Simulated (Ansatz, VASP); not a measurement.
# TePb in two plane-wave programs

Wanted: the spread between two codes on one cell, functional and k mesh.

Program: Ansatz 0.2.0. Level of theory: plane waves, with VASP 6.6.1 beside it; relaxation of cell and atoms at PBE with D3(BJ). Results are calculated unless marked as measured.

**1. Starting point**

The structure is cubic, space group Fm-3m (No. 225). The conventional cell has a = 6.462 Å, b = 6.462 Å, c = 6.462 Å, α = 90.00°, β = 90.00°, γ = 90.00°. Nearest to Te lie 6 Pb at 3.23 Å. Nearest to Pb lie 6 Te at 3.23 Å. Farther neighbours and most contacts between anions are not listed.

**2. VASP: relaxation of cell and atoms, PBE with D3(BJ)**

The relaxed volume is the usual yardstick between codes: its relative difference is about their pressure difference at one cell divided by the bulk modulus.

Lines of VASP's logs that name or quote its potential files are left out, and so is its time.

INCAR

```
SYSTEM = TePb
PREC = Accurate
ENCUT = 400
EDIFF = 1E-06
NELM = 100
ISMEAR = 0
SIGMA = 0.05
LREAL = .FALSE.
ALGO = Normal
GGA = PE
IVDW = 12
NBANDS = 16
LORBIT = 11
LWAVE = .FALSE.
LCHARG = .FALSE.
KPAR = 2
IBRION = 2
NSW = 60
ISIF = 3
EDIFFG = -0.01
```

POSCAR

```
TePb
1.0
    0.0000000000      3.2310000000      3.2310000000
    3.2310000000      0.0000000000      3.2310000000
    3.2310000000      3.2310000000      0.0000000000
Te Pb
1 1
Direct
    0.5000000000      0.5000000000      0.5000000000
    0.0000000000      0.0000000000      0.0000000000
```

KPOINTS

```
Automatic mesh
0
Gamma
5 5 5
0 0 0
```

Potentials, in the order of the species: Te and Pb_d (PBE family, release 64).

The run is started by

```
$ mpirun -np 2 vasp_std
```

Numbers of over 12 decimals in the logs are rounded to 6 here.

Output:

```text
[banner, memory and clock lines left out]
running    2 mpi-ranks, on    1 nodes
 distrk:  each k-point on    1 cores,    2 groups
 distr:  one band on    1 cores,    1 groups

 POSCAR found type information on POSCAR TePb
 POSCAR found :  2 types and       2 ions
 LDA part: xc-table for (Slater+PW92), standard interpolation
 POSCAR, INCAR and KPOINTS ok, starting setup
 FFT: planning ... GRIDC
 FFT: planning ... GRID_SOFT
 FFT: planning ... GRID
 WAVECAR not read
 entering main loop
       N       E                     dE             d eps       ncg     rms          rms(c)
DAV:   1     0.136060329970E+03    0.13606E+03   -0.84312E+03   320   0.101E+03
DAV:   2     0.898152238370E+00   -0.13516E+03   -0.13237E+03   352   0.280E+02
DAV:   3    -0.743014955114E+01   -0.83283E+01   -0.83139E+01   424   0.772E+01
DAV:   4    -0.762120136371E+01   -0.19105E+00   -0.19103E+00   448   0.137E+01
DAV:   5    -0.762431943875E+01   -0.31181E-02   -0.31180E-02   424   0.137E+00    0.341E+00
DAV:   6    -0.750448994208E+01    0.11983E+00   -0.28010E-01   480   0.384E+00    0.214E+00
DAV:   7    -0.750104113366E+01    0.34488E-02   -0.83324E-02   392   0.145E+00    0.913E-01
DAV:   8    -0.750274715212E+01   -0.17060E-02   -0.91897E-03   392   0.983E-01    0.144E-01
DAV:   9    -0.750275943625E+01   -0.12284E-04   -0.10210E-03   472   0.331E-01    0.468E-02
DAV:  10    -0.750277902487E+01   -0.19589E-04   -0.12425E-04   352   0.860E-02    0.230E-02
DAV:  11    -0.750278739764E+01   -0.83728E-05   -0.33082E-05   408   0.416E-02    0.156E-02
DAV:  12    -0.750278734605E+01    0.51589E-07   -0.19074E-06   352   0.111E-02
   1 F= -.83074541E+01 E0= -.83074541E+01  d E =-.830745E+01
 curvature:   0.00 expect dE= 0.000E+00 dE for cont linesearch  0.000E+00
 trial: gam= 0.00000 g(F)=  0.634E-60 g(S)=  0.974E-04 ort = 0.000E+00 (trialstep = 0.100E+01)
 search vector abs. value=  0.974E-04
 bond charge predicted
       N       E                     dE             d eps       ncg     rms          rms(c)
DAV:   1    -0.750631312982E+01   -0.35257E-02   -0.39146E-02   408   0.319E+00    0.191E-01
DAV:   2    -0.750524330670E+01    0.10698E-02   -0.20501E-03   400   0.752E-01    0.707E-02
DAV:   3    -0.750504952927E+01    0.19378E-03   -0.78408E-04   408   0.423E-01    0.147E-02
DAV:   4    -0.750504843538E+01    0.10939E-05   -0.12959E-05   344   0.338E-02    0.109E-02
DAV:   5    -0.750504600253E+01    0.24328E-05   -0.34007E-06   384   0.163E-02    0.290E-03
DAV:   6    -0.750504594911E+01    0.53423E-07   -0.23394E-07   168   0.753E-03
   2 F= -.83075002E+01 E0= -.83075002E+01  d E =-.461681E-04
 trial-energy change:   -0.000046  1 .order   -0.000041   -0.000097    0.000016
 step:   0.8878(harm=  0.8592)  dis= 0.00000  next Energy=    -8.307501 (dE=-0.471E-04)
 reached required accuracy - stopping structural energy minimisation
```

OUTCAR, selected parts (step 2):

```text
ion  position               nearest neighbor table
   1  0.500  0.500  0.500-   2 3.23   2 3.23   2 3.23   2 3.23   2 3.23   2 3.23
   2  0.000  0.000  0.000-   1 3.23   1 3.23   1 3.23   1 3.23   1 3.23   1 3.23

  LATTYP: Found a face centered cubic cell.
 ALAT       =     6.4620000000

 Subroutine GETGRP returns: Found 48 space group operations
 (whereof 48 operations were pure point group operations)

The static configuration has the point symmetry O_h .

 Found     10 irreducible k-points:

   k-points           NKPTS =     10   k-points in BZ     NKDIM =     10   number of bands    NBANDS=     16

   dimension x,y,z NGX =    30 NGY =   30 NGZ =   30
   dimension x,y,z NGXF=    60 NGYF=   60 NGZF=   60

   ENCUT  =  400.0 eV  29.40 Ry    5.42 a.u.   7.45  7.45  7.45*2*pi/ulx,y,z

   NELECT =      20.0000    total number of electrons

 k-points in reciprocal lattice and weights: Automatic mesh
   0.00000000  0.00000000  0.00000000       0.008
   0.20000000  0.00000000  0.00000000       0.064
   0.40000000  0.00000000  0.00000000       0.064
   0.20000000  0.20000000  0.00000000       0.048
   0.40000000  0.20000000  0.00000000       0.192
  -0.40000000  0.20000000  0.00000000       0.192
  -0.20000000  0.20000000  0.00000000       0.096
   0.40000000  0.40000000  0.00000000       0.048
  -0.40000000  0.40000000  0.00000000       0.096
  -0.40000000  0.40000000  0.20000000       0.192

 Edisp (eV)   -0.80467

 average (electrostatic) potential at core
       1 -88.2453       2 -91.6826

 E-fermi :   5.7318

 k-point     1 :       0.0000    0.0000    0.0000
  band No.  band energies     occupation
    ...
      6      -6.4075      2.00000
      7      -0.0126      2.00000
      8       4.2527      2.00000
      9       4.2527      2.00000
     10       4.2527      2.00000
     11       9.6645      0.00000
     12       9.6645      0.00000
     13       9.6645      0.00000
     14      11.3914      0.00000
     15      11.3914      0.00000
    ...

 k-point     2 :       0.2000    0.0000    0.0000
  band No.  band energies     occupation
    ...
      6      -6.0710      2.00000
      7      -0.9976      2.00000
      8       4.3563      2.00000
      9       4.3563      2.00000
     10       4.7604      2.00000
     11       8.1692      0.00000
     12       8.4522      0.00000
     13       8.4522      0.00000
     14      11.3289      0.00000
     15      12.1060      0.00000
    ...

 k-point     3 :       0.4000    0.0000    0.0000
  band No.  band energies     occupation
    ...
      6      -5.2290      2.00000
      7      -2.6194      2.00000
      8       4.6348      2.00000
      9       4.6348      2.00000
     10       5.4104      2.00000
     11       6.6383      0.00000
     12       7.0909      0.00000
     13       7.0909      0.00000
     14      12.9315      0.00000
     15      13.9765      0.00000
    ...

 Edisp (eV)   -0.80245

  Total      -0.00601    -0.00601    -0.00601     0.00000    -0.00000    -0.00000
  in kB      -0.14243    -0.14243    -0.14243     0.00000    -0.00000    -0.00000
  external pressure =       -0.14 kB  Pullay stress =        0.00 kB

  energy-cutoff  :      400.00
  volume of cell :       67.64
      direct lattice vectors                 reciprocal lattice vectors
     0.000000000  3.233859843  3.233859843    -0.154613998  0.154613998  0.154613998
     3.233859843  0.000000000  3.233859843     0.154613998 -0.154613998  0.154613998
     3.233859843  3.233859843 -0.000000000     0.154613998  0.154613998 -0.154613998

 POSITION                                       TOTAL-FORCE (eV/Angst)
 -----------------------------------------------------------------------------------
      3.23386      3.23386      3.23386        -0.000000      0.000000      0.000000
      6.46772      3.23386      3.23386         0.000000     -0.000000     -0.000000
 -----------------------------------------------------------------------------------
    total drift:                                0.000000      0.000000      0.000000

  FREE ENERGIE OF THE ION-ELECTRON SYSTEM (eV)
  ---------------------------------------------------
  free  energy   TOTEN  =        -8.3075002297 eV

  energy  without entropy=       -8.3075002297  energy(sigma->0) =       -8.30750023

 reached required accuracy - stopping structural energy minimisation

 total charge
# of ion       s       p       d       tot
------------------------------------------
    1        1.375   2.001   0.018   3.395
    2        1.460   0.577   9.833  11.870
--------------------------------------------------
tot          2.836   2.579   9.851  15.265

[... 3 further parts left out ...]
```

The run keeps the 48 symmetry operations of its start, so it cannot find a distortion of lower symmetry.

**3. Ansatz: relaxation of cell and atoms, PBE with D3(BJ)**

Ansatz runs on its default PAW (the set named soft_2) files.

The same cell, functional, mesh and smearing now go to Ansatz, which takes its cutoff from its data sets.

input.yaml

```yaml
crystal:
  lattice:
    - [0.0, 3.231, 3.231]
    - [3.231, 0.0, 3.231]
    - [3.231, 3.231, 0.0]
  atoms:
    - { symbol: Te, position: [0.5, 0.5, 0.5] }
    - { symbol: Pb, position: [0.0, 0.0, 0.0] }
hamiltonian:
  xc: pbe
  pseudopotentials: { kind: paw }
  dispersion: d3bj
kpoints:
  mp_grid: { grid: [5, 5, 5] }
scf:
  occupations: { method: gaussian, width: 0.05 }
relax:
  f_tol: 0.01
  max_steps: 60
  cell: { stress_tol: 0.05 }
output:
  forces: true
  stress: true
```

The run is started by

```
$ ansatz run input.yaml --threads 4 --pin off --max-ram 9216MiB --backend cpu --events-out ev --progress --plain --runs-dir out
```

Output:

```text
Engine: ansatz 0.2.0, aarch64-unknown-linux-gnu
Pseudopotentials: kind: paw
Pseudopotential: Te, paw, valence charge 16, recommended cutoff 420 eV (normal), Te.paw.azcp
Pseudopotential: Pb, paw, valence charge 14, recommended cutoff 420 eV (normal), Pb.paw.azcp
Functional definition: PBE
  parameter kappa = 0.804
  parameter beta = 0.066725
  exchange = pbe_x(kappa = kappa, mu = beta*pi^2/3)
  correlation = pbe_c(beta = beta)
Crystal: 2 atoms, lattice volume = 67.459 Å³
Basis set: ecut = 420 eV, 1363 PW (Γ), exchange–correlation on 64×64×64 points (8 copies of the dense FFT grid, shifted against one another)
Bands: 19, of which v1, the nominal top of the filled ones, is band 15 counted from 1 (14 counted from 0)
Symmetry: 48 space group operations
Space group: Fm-3m (ITA 225), of the structure as read, at distance tolerance 4.1e-5 Å
k-points: 10 of 125
Non-local potential: Te, projectors of the file, l = 0: 2, l = 1: 2, l = 2: 2, l = 3: 2
Non-local potential: Pb, projectors of the file, l = 0: 2, l = 1: 2, l = 2: 2, l = 3: 2
PAW form: soft (Blöchl's): semilocal exchange-correlation on the pseudo side does not see the compensation charge
PAW one-centre angular grid: Te, 590 points (default); XC on 64 Gauss nodes
PAW one-centre angular grid: Pb, 590 points (default); XC on 64 Gauss nodes
Initial density: superposition of atomic densities (neutral atoms: chi_scale 0, normalization atom), corrected by the library's trained network
Initial wavefunctions: pseudopotential atomic-orbital guess
Functional: x = pbe(κ = 0.804, μ = 0.219515), c = pbe(β = 0.066725)
SCF iter   1: F=—  HF=-18887.972416 eV  |F-HF|=—  |Δ(HF+E_count)|=         —  Δρ=5.29e-4  dr2=1.95e-4  ethr=1.77e-3  ⟨swp⟩=6.4  Hψ=963  notcnv=0
preconditioner: auto → none  [insulator: Δε(μ)=1.203 eV  Ē_g=14.745 eV  σ=0.050 eV  W_gap=1.00  n_scr=14 (ndim 8)  ℏωp=20.2 eV  f_vac=0.014  D(μ)=0.00/eV (n_scr^D=0)  ε∞_Penn≈2.9]
SCF iter   2: F=—  HF=-18887.970718 eV  |F-HF|=—  |Δ(HF+E_count)|=   1.70e-3  Δρ=3.69e-4  dr2=8.20e-5  ethr=6.51e-7  ⟨swp⟩=3.0  Hψ=512  notcnv=0
SCF iter   3: F=—  HF=-18887.970727 eV  |F-HF|=—  |Δ(HF+E_count)|=   9.24e-6  Δρ=1.68e-4  dr2=1.34e-5  ethr=2.73e-7  ⟨swp⟩=2.0  Hψ=278  notcnv=0
SCF iter   4: F=—  HF=-18887.970751 eV  |F-HF|=—  |Δ(HF+E_count)|=   2.43e-5  Δρ=5.39e-5  dr2=2.06e-6  ethr=4.47e-8  ⟨swp⟩=2.0  Hψ=340  notcnv=0
SCF iter   5: F=—  HF=-18887.970750 eV  |F-HF|=—  |Δ(HF+E_count)|=   9.30e-7  Δρ=2.28e-5  dr2=4.91e-7  ethr=6.88e-9  ⟨swp⟩=2.0  Hψ=340  notcnv=0
SCF iter   6: F=-18887.970750 eV  HF=-18887.970750 eV  |F-HF|=6.88e-8  |Δ(HF+E_count)|=   4.34e-8  Δρ=8.78e-6  dr2=5.94e-8  ethr=3.33e-10  ⟨swp⟩=3.3  Hψ=738  notcnv=0
SCF 1 converged in 6 iterations: F = -18887.970750 eV  dr2 = 5.94e-8
  greatest PAW one-centre occupation: 0.998 electrons in one spin orbital (limit 2), on the Te atom at site 0 (counted from 0), in its partial waves of l = 2
relax step   1: F+E_penalty+E_count = -18887.97075005 eV  Δ(F+E_penalty+E_count) = +0.000e0 eV  max|allowed force component| = 1.860e-29 eV/Å  Δτ_max = 0.0000 Å  P = +0.150 GPa  Ω = 67.459 Å³  (6 SCF iters, dr2 threshold 1.00e-7 eV, accepted)
[...]
relax step   2: F+E_penalty+E_count = -18887.97080791 eV  Δ(F+E_penalty+E_count) = -5.786e-5 eV  max|allowed force component| = 4.234e-29 eV/Å  Δτ_max = 0.0000 Å  P = -0.043 GPa  Ω = 67.761 Å³  energy of the carried Pulay correction = -4.213e-5 eV  (4 SCF iters, dr2 threshold 5.60e-8 eV, accepted)
[...]
relax step   3: F+E_penalty+E_count = -18887.97084340 eV  Δ(F+E_penalty+E_count) = -3.550e-5 eV  max|allowed force component| = 4.944e-29 eV/Å  Δτ_max = 0.0000 Å  P = -0.043 GPa  Ω = 67.761 Å³  stress off target by 4.29e-2 GPa  SCF on the basis re-selected at this cell (its energy is not comparable with the rows above)  (5 SCF iters)
basis re-selected at this cell: Δ(F+E_penalty+E_count) = -3.550e-5 eV, ΔP = +0.000 GPa vs the last step (what re-selecting the basis moved, of the pressure what is left beyond the Pulay correction that the steps carried, after the strain that the cell walked since its last selection, with what the two solves' SCF thresholds leave and, on support functions, any second-order correction that the steps lacked; it is no m [...]
SCF converged after 5 iterations
Free energy (F): -18887.970843 eV
Harris-Foulkes:  -18887.970843 eV  (|F-HF|=1.46e-11)
Internal energy: -18887.970843 eV  (E = F + TS)
E sigma→0 (E₀):  -18887.970843 eV
Fermi energy:    9.076103 eV
--- Per-component energies (eV) ---
  E_band       = -318.240573
  E_kinetic    = 468.240765
  E_local      = -2392.066122  (includes V_loc(G=0)·N_el)
  E_nonlocal   = 39.803684
  E_hartree    = 1257.564193
  E_xc         = -345.512715
  E_vxc        = -237.042479  (∫ρ·V_xc dr)
  E_paw        = -15066.529099  (= ΣΔE_a)
  E_vpaw       = -712.304608  (= ΣTr[D̂ρ^β])
  E_aug_tail   = -0.000165  (compensation charges beyond the density's cutoff)
  E_ewald      = -2848.670190
  E_disp       = -0.801196  (pairwise vdW)
  E_smearing   = -0.000000  (= −TS)
  E_closure    = -0.000000  (closes the sum)
  Σ components = -18887.970843   (vs F -18887.970843, Δ=0.00e0)
--- Forces (eV/Å), atoms counted from 1 ---
  atom   1  Te     0.00000000    -0.00000000    -0.00000000
  atom   2  Pb    -0.00000000     0.00000000    -0.00000000
  max |Σ_I F_I| component: 8.62e-29 eV/Å
--- Stress (GPa, compression-positive) ---
       -0.042932      -0.000000      -0.000000
       -0.000000      -0.042932      -0.000000
       -0.000000      -0.000000      -0.042932
  P = ⅓ Tr σ = -0.0429 GPa (-0.429 kbar)
--- Relaxed structure (2 steps of the walk, 2 accepted, 1 SCFs on fresh bases) ---
  F+E_penalty+E_count = -18887.97084340 eV   max|allowed force component| = 4.944e-29 eV/Å   (the final SCF, on the basis selected at the relaxed cell)
  cell:  # Å, volume = 67.7615 Å³
    - [0, 3.235819, 3.235819]
    - [3.235819, 0, 3.235819]
    - [3.235819, 3.235819, 0]
  atoms:
    - { symbol: Te, position: [0.500000, 0.500000, 0.500000] }
    - { symbol: Pb, position: [0, 0, 0] }
```

Wall time 0.85 s (4 threads of Arm Neoverse V2, shared host); peak memory 0.34 GiB; 2.6 s of CPU time.

**4. Side by side**

Known differences besides the potentials themselves: both relaxations stop at a tolerance, which leaves soft axes loose, and VASP keeps its plane-wave basis; the data sets hold 30 valence electrons in Ansatz (default PAW (the set named soft_2) files) and 20 in VASP; the cutoff is 420 eV in Ansatz and 400 eV in VASP; VASP leaves aspherical gradient terms in its spheres out (LASPH is not set), Ansatz keeps them; Ansatz adds a Pulay correction to the stress that steers its cell, VASP none. Total energies have different zeros and are not compared.

Both answers:

```tsv
quantity	Ansatz	VASP	difference
volume (Å³)	67.76	67.64	+0.18 %
edge a after relaxation, in the typed setting (Å)	4.576	4.573	+0.06 %
```

The walks stopped with -0.04 GPa left in Ansatz and -0.01 GPa in VASP; each walk ends within a tolerance, so the volume difference is uncertain by about these residues over the bulk modulus, most in soft cells.

**5. Results**

```
difference in volume (relaxation of cell and atoms, PBE with D3(BJ)) : 0.18 %
```

The difference in volume is 0.18 % (relaxation of cell and atoms, PBE with D3(BJ)), within the 1.2 % picked in this series as the mark of a large difference, as far as the stopping tolerances let one tell. Such differences can come from data sets, numerical settings and the points named under the comparisons, not from the functional's error against experiment.

[Lines on the potential files, build, host, timing and source positions are cut from VASP's logs without a mark.]

[Logs are printed without paths, hosts, clocks, repeated set-up lines and the standing remarks that a program may print on its own settings, such as how far it seeks lower states.]

[Hosts, paths, dates, database ids (printed as entryN), source tags and the programs' standing remarks are cut or masked in the printed files.]
